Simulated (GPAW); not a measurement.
**CaSe: optical spectrum from first principles**

Wanted: where CaSe starts to absorb, how strongly, and its refractive index. The cell comes from an older database entry, whose edges can differ from later determinations, mostly by under a per cent.

Main program and level: GPAW 26.7.0; DFT, PBE, plane-wave PAW (GPAW data sets), scalar-relativistic, RPA, optical limit.

The database entry behind the starting cell differs from later determinations by our own check (0.1 to 0.3 % short, probably kX units), so it need not match the best structure at ambient conditions.

### Step 1. Set-up

Symmetry: Fm-3m, No. 225, cubic system. The conventional cell has a = 5.912 Å, b = 5.912 Å, c = 5.912 Å, α = 90.00°, β = 90.00°, γ = 90.00°. Se has 6 Ca at 2.96 Å nearest. Nearest to Ca lie 6 Se at 2.96 Å. Farther neighbours and most contacts between anions are not listed.

Coordinates:

```
Se Ca
1.0
     0.00000    2.95600    2.95600
     2.95600    0.00000    2.95600
     2.95600    2.95600    0.00000
Se Ca
1 1
Direct
  0.50000 0.50000 0.50000
  0.00000 0.00000 0.00000
```

### Step 2. Ground state

The self-consistent density comes first; it also tells whether there is a gap, which decides the occupations and the need for a Drude term.

This step: DFT, PBE, plane-wave PAW (GPAW data sets), scalar-relativistic, ground state (GPAW 26.7.0).

The input, gs.py:

```python
from ase import Atoms
from ase.dft.bandgap import bandgap
from gpaw import GPAW, PW, FermiDirac

atoms = Atoms(['Se', 'Ca'],
              cell=[[0.000000000000, 2.956000000000, 2.956000000000],
                    [2.956000000000, 0.000000000000, 2.956000000000],
                    [2.956000000000, 2.956000000000, 0.000000000000]],
              scaled_positions=[[0.500000000000, 0.500000000000, 0.500000000000],
                                [0.000000000000, 0.000000000000, 0.000000000000]],
              pbc=[True, True, True])
atoms.calc = GPAW(mode=PW(500), xc='PBE', kpts={'size': (7, 7, 7), 'gamma': True},
                  occupations=FermiDirac(0.05), maxiter=150, txt='gs.txt')
print('energy (eV)', atoms.get_potential_energy())
print('Fermi level (eV)', atoms.calc.get_fermi_level())
print('valence electrons', atoms.calc.get_number_of_electrons())
print('gap (eV)', bandgap(atoms.calc, output=None)[0])
print('direct gap (eV)', bandgap(atoms.calc, direct=True, output=None)[0])
atoms.calc.write('gs.gpw')
```

Run with:

```console
OMP_NUM_THREADS=1 python gs.py
```

Numbers of over 12 decimals in the logs are rounded to 6 here.

Log:

```text
__  _  _
 | _ |_)|_||  |
 |__||  | ||/\| - 26.7.0

Versions:
  Python: 3.12.14
  ASE:    3.29.0
  Numpy:  2.5.5
  Scipy:  1.18.1
  Libxc:  7.0.0

Input parameters:
  mode=PW(ecut=500.0),
  kpts=MonkhorstPack(size=(7, 7, 7), gamma=True),
  maxiter=150,
  occupations=Occupations(name='fermi-dirac', width=0.05, fixmagmom=False),
  xc=XC(name='PBE')

Diagonalizing LCAO Hamiltonian
Converting LCAO to pw mode

                Se

       Ca

Atoms  # Å, Bohr magnetons
|   | symbol |        x |        y |        z |    initial magnetic moments |
| 0 |     Se | 2.956000 | 2.956000 | 2.956000 | ( 0.0000,  0.0000,  0.0000) |
| 1 |     Ca | 0.000000 | 0.000000 | 0.000000 | ( 0.0000,  0.0000,  0.0000) |

Unit cell  # Å
| periodic |        x |        y |        z |  lengths |    angles |
|      yes | 0.000000 | 2.956000 | 2.956000 | 4.180415 | 60.000000 |
|      yes | 2.956000 | 0.000000 | 2.956000 | 4.180415 | 60.000000 |
|      yes | 2.956000 | 2.956000 | 0.000000 | 4.180415 | 60.000000 |

Number of symmetries: 48
Symmetry operations  # r_c * U_cc + t_c -> r_c
|    | kind |            matrix            |
|  0 |  σ   |  1, 0, 0,  1, 0,-1,  1,-1, 0 |
|  1 |  C2  |  1, 0, 0,  1,-1, 0,  1, 0,-1 |
|  2 |  E   |  1, 0, 0,  0, 1, 0,  0, 0, 1 |
|  3 |  σ   |  1, 0, 0,  0, 0, 1,  0, 1, 0 |
|  4 |  C4  |  1, 0,-1,  1, 0, 0,  1,-1, 0 |
|  5 |  S6  |  1, 0,-1,  1,-1, 0,  1, 0, 0 |
|  6 |  σ   |  1, 0,-1,  0, 1,-1,  0, 0,-1 |
|  7 |  C3  |  1, 0,-1,  0, 0,-1,  0, 1,-1 |
|  8 |  S6  |  1,-1, 0,  1, 0, 0,  1, 0,-1 |
|  9 |  C4  |  1,-1, 0,  1, 0,-1,  1, 0, 0 |
| 10 |  C3  |  1,-1, 0,  0,-1, 1,  0,-1, 0 |
| 11 |  σ   |  1,-1, 0,  0,-1, 0,  0,-1, 1 |
| 12 |  σ   |  0, 1, 0,  1, 0, 0,  0, 0, 1 |
| 13 |  C4  |  0, 1, 0,  0, 1,-1, -1, 1, 0 |
| 14 |  C3  |  0, 1, 0,  0, 0, 1,  1, 0, 0 |
| 15 |  S6  |  0, 1, 0, -1, 1, 0,  0, 1,-1 |
| 16 |  C2  |  0, 1,-1,  1, 0,-1,  0, 0,-1 |
| 17 |  σ   |  0, 1,-1,  0, 1, 0, -1, 1, 0 |
| 18 |  S4  |  0, 1,-1,  0, 0,-1,  1, 0,-1 |
| 19 |  C4  |  0, 1,-1, -1, 1, 0,  0, 1, 0 |
| 20 |  C3  |  0, 0, 1,  1, 0, 0,  0, 1, 0 |
| 21 |  σ   |  0, 0, 1,  0, 1, 0,  1, 0, 0 |
| 22 |  S6  |  0, 0, 1,  0,-1, 1, -1, 0, 1 |
| 23 |  C4  |  0, 0, 1, -1, 0, 1,  0,-1, 1 |
| 24 |  S4  |  0, 0,-1,  1, 0,-1,  0, 1,-1 |
| 25 |  C3  |  0, 0,-1,  0, 1,-1,  1, 0,-1 |
| 26 |  C2  |  0, 0,-1,  0,-1, 0, -1, 0, 0 |
| 27 |  S6  |  0, 0,-1, -1, 0, 0,  0,-1, 0 |
| 28 |  S4  |  0,-1, 1,  1,-1, 0,  0,-1, 0 |
| 29 |  C4  |  0,-1, 1,  0, 0, 1, -1, 0, 1 |
| 30 |  C2  |  0,-1, 1,  0,-1, 0,  1,-1, 0 |
| 31 |  σ   |  0,-1, 1, -1, 0, 1,  0, 0, 1 |
| 32 |  C3  |  0,-1, 0,  1,-1, 0,  0,-1, 1 |
| 33 |  S6  |  0,-1, 0,  0, 0,-1, -1, 0, 0 |
| 34 |  S4  |  0,-1, 0,  0,-1, 1,  1,-1, 0 |
| 35 |  C2  |  0,-1, 0, -1, 0, 0,  0, 0,-1 |
| 36 |  C2  | -1, 1, 0,  0, 1, 0,  0, 1,-1 |
| 37 |  S6  | -1, 1, 0,  0, 1,-1,  0, 1, 0 |
| 38 |  S4  | -1, 1, 0, -1, 0, 1, -1, 0, 0 |
| 39 |  C3  | -1, 1, 0, -1, 0, 0, -1, 0, 1 |
| 40 |  S6  | -1, 0, 1,  0, 0, 1,  0,-1, 1 |
| 41 |  C2  | -1, 0, 1,  0,-1, 1,  0, 0, 1 |
| 42 |  C3  | -1, 0, 1, -1, 1, 0, -1, 0, 0 |
| 43 |  S4  | -1, 0, 1, -1, 0, 0, -1, 1, 0 |
| 44 |  C2  | -1, 0, 0,  0, 0,-1,  0,-1, 0 |
| 45 |  i   | -1, 0, 0,  0,-1, 0,  0, 0,-1 |
| 46 |  σ   | -1, 0, 0, -1, 1, 0, -1, 0, 1 |
| 47 |  C2  | -1, 0, 0, -1, 0, 1, -1, 1, 0 |

BZ-sampling:
  Number of BZ points: 343
  Number of IBZ points: 20

  Monkhorst-Pack size: [7, 7, 7]
  Monkhorst-Pack shift: [0, 0, 0]

K-points  # in reciprocal-cell coordinates
|     |                                coordinates |     weight |
|   0 | (  0.00000000,   0.00000000,   0.00000000) | 0.00291545 |
|   1 | (  0.14285714,   0.14285714,   0.00000000) | 0.01749271 |
|   2 | (  0.14285714,   0.14285714,   0.14285714) | 0.02332362 |
|   3 | (  0.28571429,   0.14285714,   0.14285714) | 0.03498542 |
|   4 | (  0.28571429,   0.28571429,   0.00000000) | 0.01749271 |
|   5 | (  0.28571429,   0.28571429,   0.14285714) | 0.06997085 |
|   6 | (  0.28571429,   0.28571429,   0.28571429) | 0.02332362 |
|   7 | (  0.42857143,  -0.28571429,  -0.28571429) | 0.03498542 |
|   8 | (  0.42857143,   0.28571429,  -0.42857143) | 0.13994169 |
|   9 | (  0.42857143,   0.28571429,  -0.28571429) | 0.06997085 |
| ... |                                            |            |
|  19 | (  0.42857143,   0.42857143,   0.42857143) | 0.02332362 |

Plane wave coefficients: 1363
Cutoff: 500.0 eV

Spin-components: 1 (collinear spins)
Bands:           9
Projectors:      10
Spin-degeneracy: 2
Datatype:        complex128

Parallelization:
  kpt:    1
  domain: 1
  band:   1

Density:
  Valence electrons: 16.0
  Components: 1
  Grid points: [24 24 24]
  Charge: 0.0  # |e|

Potential:
  Grid points: [24 24 24]

species:
  Se:
    name:    Selenium
    id:
    Z:       34.0
    valence: 6
    core:    28
    charge:  0.0  # [|e|]
    compensation charges:
      type: gauss
      rc: 0.27  # [Å]
      lmax: 2
    cutoffs:
      filter: 1.77  # [Å]
      core: 2.67  # [Å]
    projectors
    | kind |    occ | energy [eV] | rcut [Å] |
    |   4s |  2.000 |     -17.277 |    0.847 |
    |   4p |  4.000 |      -6.512 |    1.005 |
    |    s |        |       9.935 |    0.847 |
    |    p |        |      20.699 |    1.005 |
    |    d |        |       0.000 |    0.847 |

    Using partial waves for Se as LCAO basis

  Ca:
    name:    Calcium
    id:
    Z:       20.0
    valence: 10
    core:    10
    charge:  0.0  # [|e|]
    compensation charges:
      type: gauss
      rc: 0.37  # [Å]
      lmax: 2
    cutoffs:
      filter: 2.10  # [Å]
      core: 1.17  # [Å]
    projectors
    | kind |    occ | energy [eV] | rcut [Å] |
    |   3s |  2.000 |     -47.086 |    1.175 |
    |   4s |  2.000 |      -3.766 |    1.175 |
    |   3p |  6.000 |     -28.008 |    1.154 |
    |    p |        |      -0.797 |    1.154 |
    |    d |        |       0.000 |    0.937 |

    Using partial waves for Ca as LCAO basis

Reference energy: -84614.401363  # eV

eigensolver:
  PPCG
  Converge bands: occupied
  niter=2

density mixing:
  MSR1-Mixer
  Pratt-step length: 0.05
  Maximum mixing coefficient: 0.75
  Old densities: 10
  SVD Regularization: 0.005
  Good broyden scale: 1.0
  Trust region scale: 1.0
  Backstep threshold: 4.0
  History deletion threshold: 6.0
  Fourier metric: weight=20.0, sigma=0.015

occupation numbers:
  Fermi-Dirac:
    width: 0.0500  # eV

poisson solver:
  ecut: 4000.0  # eV

xc functional:
  name: PBE with 2 nearest neighbor stencil

convergence criteria:
- Maximum [total energy] change in last 3 cyles: 0.0005 eV / valence electron
- Maximum integral of absolute [dens]ity change: 0.0001 electrons / valence electron
- Maximum integral of absolute [eigenst]ate change: 4e-08 eV^2 / valence electron
maximum number of iterations: 150

SCF iterations
|iter     |      energy | eigst |  dens |
|iter:   1||   -9.526458 | +0.15 |       |
|iter:   2||   -9.584111 | -1.26 | -1.20 |
|iter:   3||   -9.644033 | -1.36 | -1.23 |
|iter:   4||   -9.555677 | -2.17 | -1.40 |
|iter:   5||   -9.560724 | -3.13 | -1.76 |
|iter:   6||   -9.561835c| -4.26 | -2.26 |
|iter:   7||   -9.561853c| -5.05 | -3.20 |
|iter:   8||   -9.561859c| -6.38 | -3.53 |
|iter:   9||   -9.561859c| -7.49c| -4.38c|

Converged in 9 steps
SCF loop duration: 5.947 s (0.661 s/step)
Energy contributions relative to reference atoms: (reference = -84614.401363)

Energy contributions:
  Kinetic:          13.437362
  Coulomb:         -10.949869
  Zero:             -0.590155
  External:          0.000000
  Xc:              -11.459196
  Entropy:          -0.000000
  Spinorbit:         0.000000
  ----------------------------
  Free energy:      -9.561859
  Extrapolated:     -9.561859

dipole moment: (-19.514988, -19.514988, -19.514988)  # |e|*Ang

Fermi level: 5.837
Eigenvalues  # (at kpt = [0.000, 0.000, 0.000])
| band index |      eig [eV] | occ [0-2] |
|          0 |       -35.246 |     2.000 |
|          1 |       -16.267 |     2.000 |
|          2 |       -16.267 |     2.000 |
|          3 |       -16.267 |     2.000 |
|          4 |        -7.288 |     2.000 |
|          5 |         4.500 |     2.000 |
|          6 |         4.500 |     2.000 |
|          7 |         4.500 |     2.000 |
|          8 |         7.863 |     0.000 |

Gap: 2.548 eV
Transition (v -> c):
  (s=0, k=0, n=7, [0.00, 0.00, 0.00]) -> (s=0, k=15, n=8, [0.43, 0.43, -0.14])
Direct/indirect transitions are different
Direct gap: 3.363 eV
Transition at: (s=0, k=0, n=7, [0.00, 0.00, 0.00])

--- standard output ---
energy (eV) -9.561859
Fermi level (eV) 5.836919
valence electrons 16.0
gap (eV) 2.548442
direct gap (eV) 3.363335
```

It took 7.8 s on 1 thread of Arm Neoverse V1, shared host; peak memory 0.14 GiB.

Read-outs, printed or worked out from the files:

```
energy                 : -9.562 eV
Fermi energy           : 5.837 eV
gap on the k-mesh      : 2.548 eV
direct gap on the mesh : 3.363 eV
electrons              : 16
```

There is a gap, 2.55 eV on this mesh (points off the mesh can give less), so no carriers' term is needed.

### Step 3. Bands for the response

At the fixed density, many empty bands are solved on the mesh of the response, since the spectrum sums over them.

This step: DFT, PBE, plane-wave PAW (GPAW data sets), scalar-relativistic, bands at fixed density (GPAW 26.7.0).

The input, nscf.py:

```python
from ase.dft.bandgap import bandgap
from gpaw import GPAW, FermiDirac

calc = GPAW('gs.gpw').fixed_density(kpts={'size': (10, 10, 10), 'gamma': True}, nbands=41, convergence={'bands': 35},
                                    occupations=FermiDirac(0.001), txt='nscf.txt')
print('gap (eV)', bandgap(calc, output=None)[0])
print('direct gap (eV)', bandgap(calc, direct=True, output=None)[0])
print('top band over the Fermi level (eV)', min(calc.get_eigenvalues(kpt=k)[34] for k in range(len(calc.get_ibz_k_points()))) - calc.get_fermi_level())
calc.write('full.gpw', mode='all')
```

Run with:

```console
OMP_NUM_THREADS=1 python nscf.py
```

Log:

```text
Diagonalizing LCAO Hamiltonian
Converting LCAO to pw mode
convergence criteria:
- Maximum integral of absolute [eigenst]ate change: 4e-08 eV^2 / valence electron
maximum number of iterations: 150

SCF iterations
|iter     |      energy | eigst |  dens |
|iter:   1||             | +3.68 |       |
|iter:   2||             | +2.15 |       |
|iter:   3||             | +0.97 |       |
|iter:   4||             | -0.22 |       |
|iter:   5||             | -1.24 |       |
|iter:   6||             | -2.15 |       |
|iter:   7||             | -2.98 |       |
|iter:   8||             | -3.60 |       |
|iter:   9||             | -4.22 |       |
|iter:  10||             | -4.79 |       |
|iter:  11||             | -5.42 |       |
|iter:  12||             | -6.09 |       |
|iter:  13||             | -6.71 |       |
|iter:  14||             | -7.42c|       |
SCF steps: 14
  __  _  _
 | _ |_)|_||  |
 |__||  | ||/\| - 26.7.0

Versions:
  Python: 3.12.14
  ASE:    3.29.0
  Numpy:  2.5.5
  Scipy:  1.18.1
  Libxc:  7.0.0

Input parameters:
  mode=PW(ecut=500.0),
  convergence={'bands': 35},
  gpts=array([24, 24, 24]),
  kpts=MonkhorstPack(size=(10, 10, 10), gamma=True),
  maxiter=150,
  nbands=41,
  occupations=Occupations(name='fermi-dirac', width=0.001, fixmagmom=False),
  parallel={},
  xc=XC(name='PBE')

--- standard output ---
gap (eV) 2.044872
direct gap (eV) 2.981639
top band over the Fermi level (eV) 26.332112
```

Elapsed: 77 s, on 1 thread; peak memory 0.19 GiB.

Numbers from this step:

* gap on the k-mesh: 2.045 eV
* direct gap on the mesh: 2.982 eV

### Step 4. Dielectric function, RPA

Local fields let the induced charge screen the field inside the cell, which as a rule lowers ε, most along directions where the density is uneven.

This step: DFT, PBE, plane-wave PAW (GPAW data sets), scalar-relativistic, RPA, optical limit (GPAW 26.7.0).

The input, df.py:

```python
from gpaw.response.df import DielectricFunction

df = DielectricFunction('full.gpw', frequencies={'type': 'nonlinear', 'domega0': 0.03, 'omega2': 8},
                        ecut=60,
                        eta=0.1,
                        nbands=35,
                        txt='df.txt')
for direction in ['x']:
    df.get_dielectric_function(xc='RPA', direction=direction, filename=f'df_{direction}.csv')
```

Run with:

```console
OMP_NUM_THREADS=1 python df.py
```

Log:

```text
Using integrator: PointIntegrator
NonLinearFrequencyDescriptor(from 0.000 to 72.933 eV, 510 points)
Nonperiodic BCs:  [False False False]
Using integrator: PointIntegrator
NonLinearFrequencyDescriptor(from 0.000 to 72.933 eV, 510 points)
Nonperiodic BCs:  [False False False]

Calculating chi0 body with:
    Ground state adapter containing:
    Number of spins: 1
    Number of kpoints: 1000
    Number of irreducible kpoints: 47
    Number of completely occupied states: 8
    Number of partially occupied states: 8

    Linear response parametrization:
    q_c: [0.0, 0.0, 0.0]
    Number of frequency points: 510
    Planewave cutoff: 60.0
    Number of bands: 35
    Number of planewaves: 59
    Broadening (eta): 0.1

Integrating chi0 body.

Symmetries of q_c:
    Direct symmetries (Uq -> q): 48
    Indirect symmetries (TUq -> q): 0
In total 48 allowed symmetries.

47 groups of equivalent kpoints. 95.3% reduction.

Integral kind: spectral function

Calculating chi0 optical extensions with:
    Ground state adapter containing:
    Number of spins: 1
    Number of kpoints: 1000
    Number of irreducible kpoints: 47
    Number of completely occupied states: 8
    Number of partially occupied states: 8

    Linear response parametrization:
    Number of frequency points: 510
    Planewave cutoff: 60.0
    Number of bands: 35
    Number of planewaves: 59
    Broadening (eta): 0.1
Integrating chi0 head and wings.

Symmetries of q_c:
    Direct symmetries (Uq -> q): 48
    Indirect symmetries (TUq -> q): 0
In total 48 allowed symmetries.

47 groups of equivalent kpoints. 95.3% reduction.

Integral kind: spectral function wings
```

It took 12 s on 1 thread; peak memory 0.28 GiB.

Read-outs, printed or worked out from the files:

```
electronic dielectric constant ε∞, mean over x, y and z (by symmetry where fewer were run) : 5.156
main peak of Im epsilon, first axis                                                        : 4.583 eV
centre of weight of the strongest loss peak in the window                                  : 14.66 eV
```

[end of part 1 of 2]

[Machine, clock and banner lines and Python warnings are left out of the logs.]

[Logs are printed without paths, hosts, clocks, repeated set-up lines and the standing remarks that a program may print on its own settings, such as how far it seeks lower states.]

[Hosts, paths, dates, database ids (printed as entryN), source tags and the programs' standing remarks are cut or masked in the printed files.]
